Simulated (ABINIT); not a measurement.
Crystal: Zn.

```
Zn
1.0
     2.67000    0.00000    0.00000
    -1.33500    2.31229    0.00000
     0.00000    0.00000    4.96600
Zn
2
Direct
  0.66667 0.33333 0.75000
  0.33333 0.66667 0.25000
```

Base run:

```yaml
Program: ABINIT 10.8.3 (patched build)
Functional: PBE
Potentials_or_basis: JTH PAW PBE v2.0
Cutoff: 599 eV
k_mesh: 11 × 11 × 6
Occupations: fermi-dirac, width 0.05 eV
Spin: no spin polarisation
```

Its results: band gap on the k mesh none (metal or under the smearing width); pressure -1.0 GPa.

Problem. The run is repeated on the same cell with these changes: functional from PBE to PBEsol; potentials or basis from JTH PAW PBE v2.0 to PseudoDojo NC SR PBEsol v0.4.1 standard; cutoff from 599 eV to 1143 eV; valence electrons from 24 to 40. What comes out?

Solution. Band gap on the k mesh none (metal or under the smearing width); pressure -5.8 GPa.

Not every run made on this cell is shown here.
